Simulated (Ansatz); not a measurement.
SnSe2 built on the rutile prototype was relaxed with 4 functionals in the PAW code Ansatz, cell and atoms free, the symmetry of the start kept (meshes: PBE 4×4×6, r2SCAN 4×4×6, PBEsol 4×4×6, LDA 4×4×6). The calculation is spin-unpolarised, and the structure need not be a phase that has been made.

The r2SCAN result:
```cif
data_structure
_symmetry_space_group_name_H-M 'P 1'
_symmetry_Int_Tables_number 1
_cell_length_a 6.5024
_cell_length_b 6.5024
_cell_length_c 3.9542
_cell_angle_alpha 90.000
_cell_angle_beta 90.000
_cell_angle_gamma 90.000
_cell_volume 167.19
loop_
_atom_site_label
_atom_site_type_symbol
_atom_site_fract_x
_atom_site_fract_y
_atom_site_fract_z
_atom_site_occupancy
Sn1 Sn 0.00000 0.00000 0.00000 1
Sn2 Sn 0.50000 0.50000 0.50000 1
Se1 Se 0.30730 0.30730 0.00000 1
Se2 Se 0.19270 0.80730 0.50000 1
Se3 Se 0.80730 0.19270 0.50000 1
Se4 Se 0.69270 0.69270 0.00000 1
```

It is tetragonal, P4_2/mnm (No. 136); a = 6.502 Å, c = 3.954 Å in the conventional setting, 27.87 Å³ an atom. Sn is surrounded by 6 Se at 2.66–2.83 Å; Se is surrounded by 3 Sn at 2.66–2.83 Å.

(1) Order the functionals by the relaxed volume, smallest first.
A. r2SCAN
B. PBE
C. PBEsol
D. LDA

(2) What lattice does LDA give?

(3) What lattice does PBE give?

(4) Held at the r2SCAN cell, what mean stress do LDA and PBE find, and does its sign point to their own minimum?

Answers

(1) D (26.67 Å³/atom), C (27.41 Å³/atom), A (27.87 Å³/atom), B (28.93 Å³/atom).

(2) a = 6.353 Å, c = 3.966 Å; the volume differs by -4.3 % from r2SCAN's. Sn is surrounded by 6 Se at 2.65–2.74 Å; Se is surrounded by 3 Sn at 2.65–2.74 Å.

(3) a = 6.578 Å, c = 4.013 Å; the volume differs by +3.8 % from r2SCAN's. Sn is surrounded by 6 Se at 2.69–2.86 Å; Se is surrounded by 3 Sn at 2.69–2.86 Å.

(4) Yes. LDA -1.90 GPa, and its relaxed volume is -4.3 % from r2SCAN's; PBE +2.17 GPa, and its relaxed volume is +3.8 % from r2SCAN's. Compression counts positive, so a positive stress asks for a larger cell.
